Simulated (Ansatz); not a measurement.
# SnS2: the cost of one run

Computed with Ansatz 0.2.0 (DFT PBE, scalar-relativistic, plane waves, PAW, unless a step's input says otherwise).

## 1. The structure to begin with

It takes space group P-3m1 (No. 164, trigonal). The conventional cell has a = 3.598 Å, b = 3.598 Å, c = 30.888 Å, α = 90.00°, β = 90.00°, γ = 120.00°. S (site symmetry 3m) has 3 Sn at 2.53 Å as nearest neighbours. Around Sn (site symmetry 3m) lie 6 S at 2.53 Å. Sn (site symmetry -3m) has 6 S at 2.53 Å as nearest neighbours.

Structure file:

```cif
data_structure
_symmetry_space_group_name_H-M 'P-3m1'
_symmetry_Int_Tables_number 164
_cell_length_a 3.5983
_cell_length_b 3.5983
_cell_length_c 30.8877
_cell_angle_alpha 90.000
_cell_angle_beta 90.000
_cell_angle_gamma 120.000
_cell_volume 346.35
loop_
_atom_site_label
_atom_site_type_symbol
_atom_site_symmetry_multiplicity
_atom_site_Wyckoff_symbol
_atom_site_fract_x
_atom_site_fract_y
_atom_site_fract_z
_atom_site_occupancy
S1 S 2 d 0.33333 0.66667 0.27519 1
Sn1 Sn 2 c 0.00000 0.00000 0.32213 1
S2 S 2 d 0.66667 0.33333 0.36907 1
S3 S 2 d 0.33333 0.66667 0.45306 1
Sn2 Sn 1 b 0.00000 0.00000 0.50000 1
```

Slab cut from the bulk at the bulk's listed lattice constants, lower half held.

## 2. Relaxing the atoms

input.yaml

```yaml
crystal:
  lattice:
    - [3.59830034, 0.0, 0.0]
    - [-1.79915017, 3.11621951, 0.0]
    - [0.0, 0.0, 30.8877334459]
  atoms:
    - { symbol: S, position: [0.33333333, 0.66666667, 0.27519015] }
    - { symbol: Sn, position: [0.0, 0.0, 0.3221300355] }
    - { symbol: S, position: [0.66666667, 0.33333333, 0.3690699209] }
    - { symbol: S, position: [0.33333333, 0.66666667, 0.4530601145] }
    - { symbol: Sn, position: [0.0, 0.0, 0.5] }
    - { symbol: S, position: [0.66666667, 0.33333333, 0.5469398855] }
    - { symbol: S, position: [0.33333333, 0.66666667, 0.6309300791] }
    - { symbol: Sn, position: [0.0, 0.0, 0.6778699645] }
    - { symbol: S, position: [0.66666667, 0.33333333, 0.72480985] }
basis:
  ecutwfc: 420.0
  fft_grid_basis: typed
kpoints:
  mp_grid: { grid: [9, 9, 1] }
hamiltonian:
  xc: pbe
  pseudopotentials: { kind: paw }
scf:
  occupations: { method: gaussian, width: 0.05 }
output:
  forces: true
  eigenvalues: true
efield:
  axis: 3
  dipole_correction: true
  ramp_width: 0.04
relax:
  adjacent_minimum: "off"
  f_tol: 0.04
  max_steps: 40
  constraints: [{ sites: [0, 1, 2, 3] }]
```

Command:

```bash
> ansatz run input.yaml --threads 1 --pin off --max-ram 2211MiB --backend cpu --events-out ev --progress --plain --runs-dir out
```

Q: Estimate wall time and peak memory on 1 thread of Arm Neoverse N1, shared host.

About 6.2 min, with a peak of 0.54 GiB.
